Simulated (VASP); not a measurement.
SiGe:

```
Ge Si
1.0
     0.00000    2.77225    2.77225
     2.77225    0.00000    2.77225
     5.54450    5.54450    0.00000
Ge Si
2 2
Direct
  0.00000 0.00000 0.00000
  0.25000 0.25000 0.12500
  0.00000 0.00000 0.50000
  0.25000 0.25000 0.62500
```

The cell comes from a database or a generator and needn't be the stable form of this composition.

* Program: VASP 6.6.1
* Task: relaxation of cell and atoms
* Functional: PBE
* Dispersion: D3(BJ)
* Potentials or basis: VASP PAW PBE potentials, release 64 (Ge_d, Si)
* Cutoff: 600 eV
* k mesh: 12 × 12 × 12
* Occupations: gaussian, width 0.02 eV
* Spin: no spin polarisation

At the start: pressure 0.4 GPa; volume 21.31 Å³/atom.

Q: How do energy, volume and symmetry change on relaxing?

A: Over 8 steps the energy falls by 7.0 meV/atom and the volume is 21.36 Å³/atom (+0.3 %); space group R-3m (No. 166, to 0.05 Å).

The path:
| step | energy change (eV) | largest force (eV/Å) | pressure (GPa) | volume (Å³) |
| --- | --- | --- | --- | --- |
| 1 | 0.0000 | 0.4566 | 0.39 | 85.22 |
| 2 | -0.0241 | 0.1677 | -0.28 | 85.87 |
| 3 | -0.0263 | 0.0739 | -0.57 | 86.13 |
| 4 | -0.0276 | 0.0728 | 0.20 | 85.19 |
| 5 | -0.0281 | 0.0239 | -0.04 | 85.50 |
| 6 | -0.0281 | 0.0219 | -0.05 | 85.52 |
| 7 | -0.0281 | 0.0065 | 0.02 | 85.43 |
| 8 | -0.0281 | 0.0026 | 0.00 | 85.45 |

Final structure:
```yaml
crystal:
  lattice:
    - [0.00000, 2.77460, 2.77460]
    - [2.77460, 0.00000, 2.77460]
    - [5.54974, 5.54974, -0.00054]
  atoms:
    - { symbol: Ge, position: [0.00349, 0.00349, 0.99477] }
    - { symbol: Ge, position: [0.24651, 0.24651, 0.13023] }
    - { symbol: Si, position: [0.99675, 0.99675, 0.50488] }
    - { symbol: Si, position: [0.25325, 0.25325, 0.62012] }
```
